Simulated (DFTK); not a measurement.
Runs of DFTK 0.8.2 on Co. It takes space group P6_3/mmc (No. 194, hexagonal). The conventional cell has a = 2.472 Å, b = 2.472 Å, c = 4.021 Å, α = 90.00°, β = 90.00°, γ = 120.00°. Co (site symmetry -6m2) is surrounded by 12 Co at 2.47 Å. 

| task | level | potentials or basis | k mesh | cutoff (eV) | valence electrons | SCF solver | mesh quality | gap on the mesh (eV) | pressure (GPa) | moment (μB) | V0 of scaled cells (Å³/atom) | B0 (GPa) |
| --- | --- | --- | --- | --- | --- | --- | --- | --- | --- | --- | --- | --- |
| band structure | LDA | cp2k.nc.sr.lda.v0_1.largecore.gth (LDA, GTH, large core) | 7 × 7 × 4 | 2667 | Co 9 | - | coarse | none | -0.6 | 4.01 | - | - |
| single point | PBEsol | dojo.nc.sr.pbesol.v0_4_1.standard.upf (PBEsol) | 12 × 12 × 7 | 1306 | Co 17 | - | not flagged | none | (c) | 3.21 | - | - |
| equation of state | LDA | cp2k.nc.sr.lda.v0_1.largecore.gth (LDA, GTH, large core) | 7 × 7 × 4 | 2667 | Co 9 | - | coarse | - | - | - | 10.62 | 241 |
| single point | r2SCAN | SG15 1.2 (PBE) | 9 × 9 × 5 | 1225 | Co 17 | - | not flagged | none | 0.9 | 3.58 | - | - |
| equation of state | PBEsol | dojo.nc.sr.pbesol.v0_4_1.standard.upf (PBEsol) | 7 × 7 × 4 | 1306 | Co 17 | - | coarse | - | - | - | 10.34 | 247 |
| band structure | PBEsol | SPMS 1.0 (PBE) | 9 × 9 × 5 | 1225 | Co 17 | - | not flagged | none | - | 3.06 | - | - |
| single point | PBE | dojo.nc.sr.pbe.v0_4_1.standard.upf (PBE) | 12 × 12 × 7 | 1306 | Co 17 | - | not flagged | none | 5.1 | 3.25 | - | - |
| single point | LDA | SG15 1.2 (PBE) | 9 × 9 × 5 | 1225 | Co 17 | - | not flagged | none | (b) | 3.05 | - | - |
| single point | PBEsol | SG15 1.2 (PBE) | 9 × 9 × 5 | 1225 | Co 17 | - | not flagged | none | -6.8 | (a) | - | - |
| band structure | r2SCAN | SG15 1.2 (PBE) | 7 × 7 × 4 | 1225 | Co 17 | ScfAndersonSolver | coarse | none | 2.2 | 3.67 | - | - |

Alike in all rows: spin collinear, ferromagnetic start; cell as given; smearing fermi-dirac 0.05 eV.

**Question.** Estimate the missing entries.

**Answer.** (a) 3.08; (b) -19.0; (c) -5.8.

Caveats: some runs use coarse meshes; the potentials were made for another functional, which shifts forces and pressure (some runs); GTH potentials come without recommended cutoffs, and this one wasn't checked for convergence (some runs); this set keeps more shells in the core, which shifts pressures and gaps (some runs); the cell was scaled at fixed shape and fractional positions, which overstates the stiffness of a crystal with free parameters, most of all of layers and chains (some runs); the local potential of these files has a noisy tail that shifts the pressure, which isn't listed (some runs).

A k mesh can miss the band edges.

A gap of «none» marks a metal or a gap under the smearing width.

Not every run made on this cell is shown here.
